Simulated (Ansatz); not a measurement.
Low-index surfaces of GePt, space group Pnma (No. 62). Relaxed bulk:

```
Ge Pt
1.0
     5.82713    0.00000    0.00000
     0.00000    3.74452    0.00000
     0.00000    0.00000    6.19055
Ge Pt
4 4
Direct
  0.81323 0.75000 0.58749
  0.18677 0.25000 0.41251
  0.68677 0.25000 0.08749
  0.31323 0.75000 0.91251
  0.00178 0.75000 0.19301
  0.99822 0.25000 0.80699
  0.49822 0.25000 0.69301
  0.50178 0.75000 0.30699
```

Miller indices refer to the conventional cell, a = 5.827 Å, b = 3.745 Å, c = 6.191 Å, α = 90.00°, β = 90.00°, γ = 90.00°.

Computed with Ansatz, DFT PBE, scalar-relativistic, plane waves, PAW. Cutoff 420 eV, Γ-centred meshes, Gaussian smearing of 0.10 eV, no spin polarisation.

All atoms of each slab relax at the bulk's in-plane cell, with a dipole correction; γ is the mean of a slab's two faces. Bonds are neighbours within 10 % of the shortest distances in the bulk.

Q: How do these faces compare: (001), ending in Ge; (010), ending in GePt?

A: 
| face | planes | thickness (Å) | area (Å²) | cut bonds per Å² | γ as cut (J/m²) | γ relaxed (J/m²) |
| --- | --- | --- | --- | --- | --- | --- |
| (001), ending in Ge | 16 | 11.3 | 21.82 | 0.183 | 1.24 | 1.08 |
| (010), ending in GePt | 5 | 7.5 | 36.07 | 0.222 | 1.29 | 1.12 |

Faces whose slabs rebuild by over 0.8 Å, distort in their middle or lose their symmetry through the k mesh, and polar cuts of insulators, are left out. Of the terminations computed for a plane the cheapest is shown.

The slabs are thin, so differences under about 0.05 J/m² aren't settled, and faces are 1×1 cells, without the reconstructions that some real ones have. Spin-orbit coupling is left out, which matters for the bands of heavy elements.

The two faces are practically degenerate, before and after relaxation, so neither can be called the more stable. Counting broken bonds would suggest a clearer preference for (001), since (010) cuts more bonds per area, yet its energy is barely different. The bonds counted are Ge–Pt contacts on both faces, so a different kind of bond is not the explanation. More probably, the cost per bond isn't constant: in a metallic germanide, Pt d and Ge p states are shared among many neighbours, and the bonds left at a surface atom strengthen when others are lost. Longer Ge–Ge and Pt–Pt contacts, which the count omits, may also even out the balance. Relaxation lowers both energies by similar amounts and so does little to separate the faces. The near-equality suggests little anisotropy between these two orientations, but two faces don't determine an equilibrium crystal shape, and Ge-rich or Pt-rich conditions could favour terminations of other composition.
